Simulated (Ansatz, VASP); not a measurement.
## One calculation of N, two programs

```
N
1.0
     3.95635    0.00000    0.00000
     0.00000    3.95635    0.00000
     0.00000    0.00000    5.69662
N
4
Direct
  0.90428 0.90428 0.00000
  0.59572 0.40428 0.50000
  0.09572 0.09572 0.00000
  0.40428 0.59572 0.50000
```

Alike in both runs: task single point; functional LDA; k mesh 6 × 6 × 6; occupations gaussian, width 0.05 eV; no spin polarisation.

|  | VASP | Ansatz |
| --- | --- | --- |
| version | VASP 6.6.1 | Ansatz 0.2.0 |
| potentials or method | VASP PAW LDA potentials, release 64 (N) | scalar-relativistic, plane waves, PAW |
| plane-wave cutoff (eV) | 520 | 420 |
| valence electrons in the cell | 20 | 20 |

|  | VASP | Ansatz | Ansatz less VASP |
| --- | --- | --- | --- |
| gap on the k mesh at the Fermi level (eV) | 7.06 | 7.11 | +0.054 |
| least direct gap on the mesh (eV) | 7.45 | 7.50 | +0.050 |
| pressure (GPa) | 6.4 | 4.0 | -2.41 |
| largest component of the traceless stress (GPa) | 7.20 | 4.63 | -2.568 |
| rms of the force components (eV/Å) | 3.210 | 2.059 | -1.1509 |

Atom by atom the forces differ by 1.151 eV/Å (rms over components).

Caveats: the standard files for N, O and F lose accuracy on very short bonds; forces of over 1 eV/Å show positions far from the minimum, so gaps and moduli don't describe the material at rest. A k mesh can miss the band edges.
